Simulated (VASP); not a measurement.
Wanted: the native input for a VASP 6.6.1 run.

| Item | Value |
| --- | --- |
| Task | single point |
| Functional | r2SCAN |
| Potentials or basis | VASP PAW PBE potentials, release 64 (Y_sv) |
| Cutoff | 520 eV |
| k mesh | 4 × 4 × 2 |
| Occupations | gaussian, width 0.1 eV |
| Spin | no spin polarisation |
| Dipole correction | no |
| Further INCAR settings | ALGO = Normal; EDIFF = 1e-06; NBANDS = 30 |

Crystal: Y.

```xyz
4
Lattice="2.4880 -2.4800 0.0000 2.4880 2.4800 0.0000 0.0000 0.0000 10.7459" Properties=species:S:1:pos:R:3 pbc="T T T"
Y     2.4880   -1.2398    1.3432
Y     2.4880   -1.2401    6.7162
Y     2.4880    1.2398    9.4027
Y     2.4880    1.2401    4.0297
```

The cell was built by a generator and needn't be a form met in nature.

The input as run:

POSCAR

```
Y
1.0
    2.4879589276     -2.4799669677      0.0000000000
    2.4879589276      2.4799669677      0.0000000000
    0.0000000000      0.0000000000     10.7458899722
Y
4
Direct
    0.7499685717      0.2500314283      0.1249982423
    0.7500314283      0.2499685717      0.6249982423
    0.2500314283      0.7499685717      0.8750017577
    0.2499685717      0.7500314283      0.3750017577
```

INCAR.step1

```
  ALGO = Normal
  EDIFF = 1E-4
  ENCUT = 520
  GGA = PE
  ISMEAR = 0
  LASPH = T
  LCHARG = F
  LREAL = F
  LWAVE = T
  NBANDS = 30
  NELM = 100
  PREC = Accurate
  SIGMA = 0.1
```

INCAR.step2

```
  ALGO = Normal
  EDIFF = 1E-6
  ENCUT = 520
  ISIF = 2
  ISMEAR = 0
  ISTART = 1
  LASPH = T
  LCHARG = T
  LELF = T
  LMIXTAU = T
  LREAL = F
  LVHAR = T
  LWAVE = F
  METAGGA = R2SCAN
  NBANDS = 30
  NELM = 100
  PREC = Accurate
  SIGMA = 0.1
```

KPOINTS

```
k-points
0
Gamma
  4 4 2
```

Potentials or basis: VASP PAW PBE potentials, release 64 (Y_sv).

Run with:

```console
$ cat potpaw_PBE.64/Y_sv/POTCAR > POTCAR
$ cp INCAR.step1 INCAR
$ mpirun -np 1 vasp_std > vasp.out
$ cp INCAR.step2 INCAR
$ mpirun -np 1 vasp_std > vasp.out
```

It gave:

The pressure is -0.1 GPa. The band gap on the k mesh is none (metal or under the smearing width).

Caveat: the k mesh is coarse (spacing up to 0.45 Å⁻¹), so the values aren't converged; the PAW data sets were made with another functional, which shifts forces and pressure a little.

Run time: 3.7 min on 1 thread of AMD EPYC 7R13 Processor (Zen 3), on a shared host, peak memory 0.24 GiB.
